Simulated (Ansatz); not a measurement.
**CoSi2: field gradients as cell or settings change**

Aim: follow the field gradients at the nuclei of CoSi2 through further changes. The cell is a structure deposited in the COD. Its positions were relaxed in an earlier run. Planned: ions relaxed at fixed cell; functional r2SCAN at the relaxed positions; z stretched by -3 %, ions relaxed; z stretched by -2 %, ions relaxed.

Computed with Ansatz 0.2.0 (DFT, PBE, plane-wave PAW, default files, scalar-relativistic, as far as a step names no other, unless a step's input says otherwise).

1 further run of the same task is left out (it didn't finish).

## 1. The starting structure

The structure is cubic, space group Fm-3m (No. 225). The conventional cell has a = 5.365 Å, b = 5.365 Å, c = 5.365 Å, α = 90.00°, β = 90.00°, γ = 90.00°. Co (site symmetry m-3m) is surrounded by 8 Si at 2.32 Å. Around Si (site symmetry -43m) lie 4 Co at 2.32 Å.

Structure file:

```xyz
3
Lattice="0.0000 2.6825 2.6825 2.6825 0.0000 2.6825 2.6825 2.6825 0.0000" Properties=species:S:1:pos:R:3 pbc="T T T"
Co    0.0000    0.0000    0.0000
Si    1.3413    1.3413    1.3413
Si    4.0237    4.0237    4.0237
```

The earlier run gave: no gap over 0.1 eV on the mesh, largest force 0.000 eV/Å, pressure -0.5 GPa.

Site by site (atoms counted from 1):

| site | atoms | first shell | V_zz (10²¹ V/m²) | η | C_Q (MHz) |
| --- | --- | --- | --- | --- | --- |
| Co | 1 | 8 Si at 2.32 Å | 0.00 | – | 0 (⁵⁹Co) |
| Si | 2, 3 | 4 Co at 2.32 Å, 6 Si at 2.68 Å | 0.00 | – | – |

C_Q = eQV_zz/h, which is 24.18 MHz for Q = 1 b and V_zz = 10²¹ V/m²; η = (V_xx − V_yy)/V_zz. Nuclear quadrupole moments: year-2017 set (Pyykkö). A dash under C_Q marks elements without a common quadrupolar isotope.

## 2. Ions relaxed at fixed cell

input.yaml

```yaml
crystal:
  lattice:
    - [0.0, 2.6825, 2.6825]
    - [2.6825, 0.0, 2.6825]
    - [2.6825, 2.6825, 0.0]
  atoms:
    - { symbol: Co, position: [0.0, 0.0, 0.0], spin: 2.0 }
    - { symbol: Si, position: [0.25, 0.25, 0.25] }
    - { symbol: Si, position: [0.75, 0.75, 0.75] }
magnetization:
  spin_polarized: true
kpoints:
  mp_grid: { grid: [15, 15, 15] }
scf:
  occupations: { method: fermi_dirac, width: 0.05 }
hamiltonian:
  xc: pbe
  pseudopotentials: { kind: paw }
output:
  forces: true
  stress: true
  populations: true
  efg: { quadrupole_moments_barn: { Co: 0.42 }, contact_densities: true }
  write_density: true
  write_potential: true
  elf: true
  volumetric_format: npy
relax:
  f_tol: 0.02
  max_steps: 60
```

Launch:

```bash
> ansatz run input.yaml --threads 1 --pin off --max-ram 3072MiB --backend cpu --events-out ev --progress --plain --runs-dir out
```

Standard output (excerpt; [...] marks lines left out):

```text
Warning: output.stress: scf.convergence.dr2_threshold = 1e-7 eV (the SCF's general default) is looser than the 3e-10 eV advised for a printed stress (1e-10 eV for each atom of the cell: 3). What an SCF threshold leaves in a stress goes as its square root, and in the free energy as the [...]
Warning: RAYON_NUM_THREADS=1 ignored (pool sized by the plan → 1); use --threads N
[...]
Pseudopotentials: kind: paw
Pseudopotential: Co, paw, valence charge 17, recommended cutoff 420 eV (normal), Co.paw.azcp
Pseudopotential: Si, paw, valence charge 4, recommended cutoff 420 eV (normal), Si.paw.azcp
Functional definition: PBE
[...]
Crystal: 3 atoms, lattice volume = 38.606 Å³
Basis set: ecut = 420 eV, 749 PW (Γ), exchange–correlation on 54×54×54 points (8 copies of the dense FFT grid, shifted against one another)
Bands: 18, of which v1, the nominal top of the filled ones, is band 13 counted from 1 (12 counted from 0)
Symmetry: 48 space group operations
Space group: Fm-3m (ITA 225), of the structure as read, at distance tolerance 3.4e-5 Å
Magnetic group: BNS 225.116 (UNI 1618), of the structure as read, at distance tolerance 3.4e-5 Å
k-points: 120 of 3375
[...]
Starting moments: Σ|m| = 2 μB on 1 of 3 sites
[...]
SCF iter   1: F=—  HF=-6396.857217 eV  |F-HF|=—  |Δ(HF+E_count)|=         —  Δρ=9.16e-2 (↑9.16e-2 ↓3.69e-2)  dr2=1.54e0  dr2_m=1.13e0  M=0.798 μB ∫|m|=1.420 μB  β_m=0.30  ethr=3.10e-3  ⟨swp⟩=5.7  Hψ=21662  notcnv=0
[...]
spin=Collinear: Kerker preconditioning applied to the charge; magnetization (m = ρ↑ − ρ↓) channel mixes plain (no charge-response kernel on spin).
[...]
WARN: the starting moments were not kept: the SCF closed with an absolute magnetisation of 9.4e-8 μB, where they sum to 2 μB in size (1 site). That is at most 0.1 of that sum. Measured as dr2_m measures the in/out step, that magnetisation stands 1.2e-15 eV from none, at or under the [...]
  atom   2  Si     0.00000000     0.00000000    -0.00000000
  atom   3  Si     0.00000000     0.00000000     0.00000000
[...]
--- Stress (GPa, compression-positive) ---
       -0.521725       0.000000      -0.000000
        0.000000      -0.521725       0.000000
        0.000000      -0.000000      -0.521725
  P = ⅓ Tr σ = -0.5217 GPa (-5.217 kbar)
--- PAW observables at the nuclei: V_zz in 10²¹ V/m², potentials from the cell's mean, atoms counted from 1 ---
  atom   1  Co V_zz =    -0.000000   η = 0.0000   by run symmetry: forbidden   C_q = -0.0000 MHz
            electrostatic potential = -3388.313917 V   contact ρ = 114698.833038 e/Å³   contact ρ_s (e/Å³): all electrons +0.000001, valence +0.000000
  atom   2  Si V_zz =    -0.000000   η = 0.0000   by run symmetry: forbidden
            electrostatic potential = -1364.284289 V   contact ρ = 12809.005786 e/Å³   contact ρ_s (e/Å³): all electrons +0.000000, valence +0.000000
  atom   3  Si V_zz =    +0.000000   η = 0.0000   by run symmetry: forbidden
            electrostatic potential = -1364.284289 V   contact ρ = 12809.005786 e/Å³   contact ρ_s (e/Å³): all electrons +0.000000, valence +0.000000
--- Band table (eV; the first three rows and the last of 240) ---
  k-point 0 ↑: bands = ["-81.9455", "-45.2598", "-45.2598", "-45.2598", "-0.2978", "8.7395", "8.7395", "8.7395", "10.9128", "10.9128", "13.5098", "16.2170", "16.2170", "16.2170", "16.2252", "16.2252", "16.2252", "18.4418"]
[...]
--- Relaxed structure (1 steps of the walk, 1 accepted, 0 SCFs on fresh bases) ---
  F+E_penalty+E_count = -6399.17949604 eV   max|allowed force component| = 2.313e-17 eV/Å
  atoms:
    - { symbol: Co, position: [0.0, 0.0, 0.0] }
    - { symbol: Si, position: [0.25, 0.25, 0.25] }
    - { symbol: Si, position: [0.7499999999999999, 0.7499999999999999, 0.7499999999999999] }
--- Löwdin populations: 3 sites ---
  site symbol       q [e]    m [muB]
     0     Co     16.7170    -0.0000
     1     Si      3.9713     0.0000
     2     Si      3.9713     0.0000
  spilling = 0.013617 (of n_electrons = 25.000000)
```

Run time: 27 s. Hardware: 1 thread of Intel Xeon Platinum 8259CL at 2.50GHz (Skylake/Cascade Lake), shared host; peak memory 0.54 GiB.

No atom moved: the forces were under the tolerance from the start.

At the end: no gap over 0.1 eV on the mesh, largest force 0.000 eV/Å, pressure -0.5 GPa.

Beside the values of step 1 (V_zz in 10²¹ V/m²):

```
site  atoms  V_zz, PBE  V_zz, PBE relaxed  η, PBE  η, PBE relaxed
  Co      1       0.00               0.00       –               –
  Si   2, 3       0.00               0.00       –               –
```

The printed gradients, by site:

| site | atoms | first shell | V_zz (10²¹ V/m²) | η | C_Q (MHz) |
| --- | --- | --- | --- | --- | --- |
| Co | 1 | 8 Si at 2.32 Å | 0.00 | – | 0 (⁵⁹Co) |
| Si | 2, 3 | 4 Co at 2.32 Å, 6 Si at 2.68 Å | 0.00 | – | – |

The maps below are laid out on this run's own conventional cell (a, b, c = 5.365, 5.365, 5.365 Å).

Density in a lattice plane of the grid's cell (edges 5.37 and 5.37 Å, at 0.250 of the third edge), which holds Si.

Ten even steps from ' ' (0.08 e/Å³) to '@' (0.39 e/Å³):
```
====++**##%%%%%%##**++======++**##%%@@%%##**++==
++++**%%@@@@@@@@@@%%**++++++**%%@@@@@@@@@@%%**++
**##%%@@@@######@@@@%%##**##%%@@@@######@@@@%%##
##%%@@@@**--::--**@@@@%%##%%@@@@**--::--**@@@@%%
%%%%@@@@++..  ..++@@@@%%%%%%@@@@++..  ..++@@@@%%
##%%@@@@**--::--**@@@@%%##%%@@@@**--::--**@@@@%%
**##%%@@@@######@@@@%%##**##%%@@@@######@@@@%%##
++++**%%@@@@@@@@@@%%**++++++**%%@@@@@@@@@@%%**++
====++**##%%@@%%##**++======++**##%%%%%%##**++==
====++++**##%%##**++++======++++**##%%##**++++==
====++**##%%@@%%##**++======++**##%%%%%%##**++==
++++**%%@@@@@@@@@@%%**++++++**%%@@@@@@@@@@%%**++
**##%%@@@@######@@@@%%##**##%%@@@@######@@@@%%##
##%%@@@@**--::--**@@@@%%##%%@@@@**--::--**@@@@%%
%%%%@@@@++..  ..++@@@@%%%%%%@@@@++..  ..++@@@@%%
##%%@@@@**--::--**@@@@%%##%%@@@@**--::--**@@@@%%
**##%%@@@@######@@@@%%##**##%%@@@@######@@@@%%##
++++**%%@@@@@@@@@@%%**++++++**%%@@@@@@@@@@%%**++
====++**##%%%%%%##**++======++**##%%@@%%##**++==
====++++**##%%##**++++======++++**##%%##**++++==
```
Columns run along the first of these edges and rows up along the second, over one cell in 24 and 20 even steps from the bottom left corner. Atoms in the plane (fractional): Si at (0.25, 0.25), Si at (0.75, 0.75), Si at (0.25, 0.75), Si at (0.75, 0.25).

ELF in the same plane.

Ten even steps from ' ' (0.25) to '@' (0.67):
```
..::==**%%@@@@@@%%**==::..::==**%%@@@@@@%%**==::
--==**%%@@@@%%@@@@%%**==--==**%%@@@@%%@@@@%%**==
**##@@%%**--::--**%%@@##**##@@%%**--::--**%%@@##
%%@@@@##::      ::##@@@@%%@@@@##::      ::##@@@@
@@@@@@**..  ::  ..**@@@@@@@@@@**..  ::  ..**@@@@
%%@@@@##::      ::##@@@@%%@@@@##::      ::##@@@@
**##@@%%**--::--**%%@@##**##@@%%**--::--**%%@@##
--==**%%@@@@%%@@@@%%**==--==**%%@@@@%%@@@@%%**==
..::==**%%@@@@@@%%**==::..::==**%%@@@@@@%%**==::
  ..::++##%%@@%%##++::..  ..::++##%%@@%%##++::..
..::==**%%@@@@@@%%**==::..::==**%%@@@@@@%%**==::
--==**%%@@@@%%@@@@%%**==--==**%%@@@@%%@@@@%%**==
**##@@%%**--::--**%%@@##**##@@%%**--::--**%%@@##
%%@@@@##::      ::##@@@@%%@@@@##::      ::##@@@@
@@@@@@**..  ::  ..**@@@@@@@@@@**..  ::  ..**@@@@
%%@@@@##::      ::##@@@@%%@@@@##::      ::##@@@@
**##@@%%**--::--**%%@@##**##@@%%**--::--**%%@@##
--==**%%@@@@%%@@@@%%**==--==**%%@@@@%%@@@@%%**==
..::==**%%@@@@@@%%**==::..::==**%%@@@@@@%%**==::
  ..::++##%%@@%%##++::..  ..::++##%%@@%%##++::..
```
Columns run along the first of these edges and rows up along the second, over one cell in 24 and 20 even steps from the bottom left corner. Atoms in the plane (fractional): Si at (0.25, 0.25), Si at (0.75, 0.75), Si at (0.25, 0.75), Si at (0.75, 0.25).

Both are smooth fields of the valence electrons: close to the nuclei they are not physical.

The highest ELF values outside the cores: 0.76 on the Si–Co line, 0.9 Å from Si.

## 3. Functional r2SCAN at the relaxed positions

Edit input.yaml of step 2 so:

```diff
@@ -16,3 +16,3 @@
 hamiltonian:
-  xc: pbe
+  xc: r2scan
   pseudopotentials: { kind: paw }
@@ -23,8 +23 @@
   efg: { quadrupole_moments_barn: { Co: 0.42 }, contact_densities: true }
-  write_density: true
-  write_potential: true
-  elf: true
-  volumetric_format: npy
-relax:
-  f_tol: 0.02
-  max_steps: 60
```

Launch:

```bash
> ansatz run input.yaml --threads 1 --pin off --max-ram 3072MiB --backend cpu --events-out ev --progress --plain --runs-dir out
```

Standard output (excerpt; [...] marks lines left out):

```text
Warning: RAYON_NUM_THREADS=1 ignored (pool sized by the plan → 1); use --threads N
[...]
[... 1 set-up line as earlier in the session ...]
Pseudopotential: Co, paw, valence charge 17, recommended cutoff 500 eV (meta_gga), Co.paw.azcp
Pseudopotential: Si, paw, valence charge 4, recommended cutoff 500 eV (meta_gga), Si.paw.azcp
Functional definition: r2SCAN
[...]
Crystal: 3 atoms, lattice volume = 38.606 Å³
Basis set: ecut = 500 eV, 941 PW (Γ), exchange–correlation on 120×120×120 points (64 copies of the dense FFT grid, shifted against one another)
Bands: 18, of which v1, the nominal top of the filled ones, is band 13 counted from 1 (12 counted from 0)
[... 2 set-up lines as earlier in the session ...]
Magnetic group: BNS 225.116 (UNI 1618), of the structure as read, at distance tolerance 3.4e-5 Å
k-points: 120 of 3375
[...]
Starting moments: Σ|m| = 2 μB on 1 of 3 sites
[...]
WARN: the starting moments were not kept: the SCF closed with an absolute magnetisation of 1.5e-6 μB, where they sum to 2 μB in size (1 site). That is at most 0.1 of that sum. Measured as dr2_m measures the in/out step, that magnetisation stands 1.4e-12 eV from none, at or under the [...]
  atom   1  Co V_zz =    +0.000000   η = 0.0000   by run symmetry: forbidden   C_q = +0.0000 MHz
            electrostatic potential = -3388.546669 V   contact ρ = 114587.837511 e/Å³   contact ρ_s (e/Å³): all electrons -0.000002, valence -0.000004
  atom   2  Si V_zz =    +0.000000   η = 0.0000   by run symmetry: forbidden
            electrostatic potential = -1363.647349 V   contact ρ = 12787.069865 e/Å³   contact ρ_s (e/Å³): all electrons +0.000004, valence +0.000004
  atom   3  Si V_zz =    +0.000000   η = 0.0000   by run symmetry: forbidden
            electrostatic potential = -1363.647349 V   contact ρ = 12787.069865 e/Å³   contact ρ_s (e/Å³): all electrons +0.000004, valence +0.000004
--- Band table (eV; the first three rows and the last of 240) ---
  k-point 0 ↑: bands = ["-85.4893", "-47.3516", "-47.3516", "-47.3516", "-1.0526", "8.4725", "8.4725", "8.4725", "10.7036", "10.7036", "13.8952", "16.2699", "16.2699", "16.2699", "16.3391", "16.3391", "16.3391", "18.8171"]
[...]
--- Löwdin populations: 3 sites ---
  site symbol       q [e]    m [muB]
     0     Co     16.7229    -0.0000
     1     Si      3.9634     0.0000
     2     Si      3.9634     0.0000
  spilling = 0.014008 (of n_electrons = 25.000000)
```

It took 61 s on 1 thread of Intel Xeon Platinum 8259CL at 2.50GHz (Skylake/Cascade Lake), shared host; peak memory 0.67 GiB.

The run ends with no gap over 0.1 eV on the mesh, largest force 0.000 eV/Å, pressure -5.2 GPa.

Beside the values of step 2 (V_zz in 10²¹ V/m²):

```
site  atoms  V_zz, PBE relaxed  V_zz, r2SCAN  η, PBE relaxed  η, r2SCAN
  Co      1               0.00          0.00               –          –
  Si   2, 3               0.00          0.00               –          –
```

## 4. Z stretched by -3 %, ions relaxed

Edit input.yaml of step 3 so:

```diff
@@ -2,4 +2,4 @@
   lattice:
-    - [0.0, 2.6825, 2.6825]
-    - [2.6825, 0.0, 2.6825]
+    - [0.0, 2.6825, 2.602025]
+    - [2.6825, 0.0, 2.602025]
     - [2.6825, 2.6825, 0.0]
@@ -16,3 +16,3 @@
 hamiltonian:
-  xc: r2scan
+  xc: pbe
   pseudopotentials: { kind: paw }
@@ -23 +23,4 @@
   efg: { quadrupole_moments_barn: { Co: 0.42 }, contact_densities: true }
+relax:
+  f_tol: 0.02
+  max_steps: 60
```

Launch:

```bash
> ansatz run input.yaml --threads 1 --pin off --max-ram 3072MiB --backend cpu --events-out ev --progress --plain --runs-dir out
```

Standard output (excerpt; [...] marks lines left out):

```text
Warning: output.stress: scf.convergence.dr2_threshold = 1e-7 eV (the SCF's general default) is looser than the 3e-10 eV advised for a printed stress (1e-10 eV for each atom of the cell: 3). What an SCF threshold leaves in a stress goes as its square root, and in the free energy as the [...]
Warning: RAYON_NUM_THREADS=1 ignored (pool sized by the plan → 1); use --threads N
[...]
[... 4 set-up lines as earlier in the session ...]
[...]
Crystal: 3 atoms, lattice volume = 37.447 Å³
Basis set: ecut = 420 eV, 733 PW (Γ), exchange–correlation on 50×50×54 points (8 copies of the dense FFT grid, shifted against one another)
Bands: 18, of which v1, the nominal top of the filled ones, is band 13 counted from 1 (12 counted from 0)
Symmetry: 16 space group operations
Space group: I4/mmm (ITA 139), of the structure as read, at distance tolerance 3.3e-5 Å
Magnetic group: BNS 139.531 (UNI 1191), of the structure as read, at distance tolerance 3.3e-5 Å
k-points: 288 of 3375
[...]
WARN: the starting moments were not kept: the SCF closed with an absolute magnetisation of 2.8e-8 μB, where they sum to 2 μB in size (1 site). That is at most 0.1 of that sum. Measured as dr2_m measures the in/out step, that magnetisation stands 3.7e-16 eV from none, at or under the [...]
  atom   2  Si V_zz =    -0.090857   η = 0.0000   by run symmetry: allowed
            electrostatic potential = -1364.940757 V   contact ρ = 12808.691057 e/Å³   contact ρ_s (e/Å³): all electrons +0.000000, valence +0.000000
  atom   3  Si V_zz =    -0.090857   η = 0.0000   by run symmetry: allowed
            electrostatic potential = -1364.940757 V   contact ρ = 12808.691057 e/Å³   contact ρ_s (e/Å³): all electrons +0.000000, valence +0.000000
--- Band table (eV; the first three rows and the last of 576) ---
  k-point 0 ↑: bands = ["-81.4920", "-44.8233", "-44.8233", "-44.7871", "-0.0413", "9.0022", "9.1536", "9.1536", "11.2367", "11.3807", "14.3181", "16.5619", "16.6221", "16.6221", "16.9482", "16.9736", "16.9736", "18.7120"]
[...]
--- Relaxed structure (1 steps of the walk, 1 accepted, 0 SCFs on fresh bases) ---
  F+E_penalty+E_count = -6399.15568806 eV   max|allowed force component| = 3.701e-17 eV/Å
  atoms:
    - { symbol: Co, position: [0.0, 0.0, 0.0] }
    - { symbol: Si, position: [0.24999999999999997, 0.24999999999999997, 0.24999999999999997] }
    - { symbol: Si, position: [0.75, 0.75, 0.7499999999999996] }
--- Löwdin populations: 3 sites ---
  site symbol       q [e]    m [muB]
     0     Co     16.7292    -0.0000
     1     Si      3.9624    -0.0000
     2     Si      3.9624    -0.0000
  spilling = 0.013844 (of n_electrons = 25.000000)
```

Wall time 48 s (1 thread of Intel Xeon Platinum 8259CL at 2.50GHz (Skylake/Cascade Lake), shared host); peak memory 0.73 GiB.

No atom moved: the forces were under the tolerance from the start.

State: no gap over 0.1 eV on the mesh, largest force 0.000 eV/Å, pressure 5.3 GPa.

What changed since step 2 (V_zz in 10²¹ V/m²):

```
site  atoms  V_zz, PBE relaxed  V_zz, changed cell  η, PBE relaxed  η, changed cell
  Co      1               0.00              -0.051               –             0.00
  Si   2, 3               0.00              -0.091               –             0.00
```

## 5. Z stretched by -2 %, ions relaxed

Edit input.yaml of step 4 so:

```diff
@@ -2,4 +2,4 @@
   lattice:
-    - [0.0, 2.6825, 2.602025]
-    - [2.6825, 0.0, 2.602025]
+    - [0.0, 2.6825, 2.62885]
+    - [2.6825, 0.0, 2.62885]
     - [2.6825, 2.6825, 0.0]
```

Launch:

```bash
> ansatz run input.yaml --threads 1 --pin off --max-ram 3072MiB --backend cpu --events-out ev --progress --plain --runs-dir out
```

Standard output (excerpt; [...] marks lines left out):

```text
Warning: output.stress: scf.convergence.dr2_threshold = 1e-7 eV (the SCF's general default) is looser than the 3e-10 eV advised for a printed stress (1e-10 eV for each atom of the cell: 3). What an SCF threshold leaves in a stress goes as its square root, and in the free energy as the [...]
Warning: RAYON_NUM_THREADS=1 ignored (pool sized by the plan → 1); use --threads N
[...]
[... 4 set-up lines as earlier in the session ...]
[...]
Crystal: 3 atoms, lattice volume = 37.833 Å³
Basis set: ecut = 420 eV, 733 PW (Γ), exchange–correlation on 54×54×54 points (8 copies of the dense FFT grid, shifted against one another)
Bands: 18, of which v1, the nominal top of the filled ones, is band 13 counted from 1 (12 counted from 0)
[... 1 set-up line as earlier in the session ...]
Space group: I4/mmm (ITA 139), of the structure as read, at distance tolerance 3.4e-5 Å
Magnetic group: BNS 139.531 (UNI 1191), of the structure as read, at distance tolerance 3.4e-5 Å
k-points: 288 of 3375
[...]
WARN: the starting moments were not kept: the SCF closed with an absolute magnetisation of 2.1e-7 μB, where they sum to 2 μB in size (1 site). That is at most 0.1 of that sum. Measured as dr2_m measures the in/out step, that magnetisation stands 6.9e-14 eV from none, at or under the [...]
  atom   2  Si V_zz =    -0.047198   η = 0.0000   by run symmetry: allowed
            electrostatic potential = -1364.716663 V   contact ρ = 12808.790683 e/Å³   contact ρ_s (e/Å³): all electrons +0.000001, valence +0.000001
  atom   3  Si V_zz =    -0.047198   η = 0.0000   by run symmetry: allowed
            electrostatic potential = -1364.716663 V   contact ρ = 12808.790683 e/Å³   contact ρ_s (e/Å³): all electrons +0.000001, valence +0.000001
--- Band table (eV; the first three rows and the last of 576) ---
  k-point 0 ↑: bands = ["-81.6457", "-44.9711", "-44.9711", "-44.9473", "-0.1277", "8.9124", "9.0122", "9.0122", "11.1275", "11.2218", "14.0417", "16.4456", "16.4868", "16.4868", "16.7055", "16.7164", "16.7164", "18.6212"]
[...]
--- Relaxed structure (1 steps of the walk, 1 accepted, 0 SCFs on fresh bases) ---
  F+E_penalty+E_count = -6399.17010293 eV   max|allowed force component| = 3.238e-17 eV/Å
  atoms:
    - { symbol: Co, position: [0.0, 0.0, 0.0] }
    - { symbol: Si, position: [0.25, 0.25, 0.25] }
    - { symbol: Si, position: [0.75, 0.75, 0.7499999999999998] }
--- Löwdin populations: 3 sites ---
  site symbol       q [e]    m [muB]
     0     Co     16.7252    -0.0000
     1     Si      3.9653     0.0000
     2     Si      3.9653     0.0000
  spilling = 0.013765 (of n_electrons = 25.000000)
```

It took 46 s on 1 thread of Intel Xeon Platinum 8259CL at 2.50GHz (Skylake/Cascade Lake), shared host; peak memory 0.75 GiB.

No atom moved: the forces were under the tolerance from the start.

The run ends with no gap over 0.1 eV on the mesh, largest force 0.000 eV/Å, pressure 3.2 GPa.

Beside the values of step 2 (V_zz in 10²¹ V/m²):

```
site  atoms  V_zz, PBE relaxed  V_zz, changed cell  η, PBE relaxed  η, changed cell
  Co      1               0.00              -0.022               –             0.00
  Si   2, 3               0.00              -0.047               –             0.00
```

## 6. Results

| quantity | value |
| --- | --- |
| state (step 2) | no gap over 0.1 eV on the mesh, largest force 0.000 eV/Å, pressure -0.5 GPa |
| V_zz by site, step 2 (10²¹ V/m²) | all zero by symmetry |
| contact density, step 2 (a₀⁻³) | Co 16996.6, Si 1898.1 |

What this shows: All gradients vanish by symmetry in step 2. The start moments die out, and the run ends without spin.
